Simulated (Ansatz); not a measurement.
Results of PBE0 (plane waves, PAW; Ansatz, a program for electronic structure) for rock-salt LiI.

Numerical settings: plane-wave cutoff 460 eV, 8×8×8 k mesh, Fermi–Dirac smearing 0.01 eV, scalar-relativistic PAW data made under PBE.

The cell is scaled about its equilibrium volume:

| V (Å³/atom) | P (GPa) | direct gap at Γ (eV) |
|---|---|---|
| 25.428 | 1.21 | 6.261 |
| 26.097 | 0.56 | 6.138 |
| 26.721 | 0.03 | 6.031 |
| 27.435 | -0.49 | 5.917 |
| 28.105 | -0.92 | 5.818 |

A straight line through the gaps at Γ against ln V gives a volume deformation potential dE_g(Γ)/d ln V of -4.4 eV: the gap at Γ widens under compression.

Measured, for comparison: band gap 6.4 eV (temperature not stated, not corrected to a static lattice, sources range from 6.10 to 6.40; as tabulated in Aguado et al. (1998), arXiv:cond-mat/9809176).

Spin–orbit coupling is not included; with these elements it can move the gap by several tenths of an eV or more.
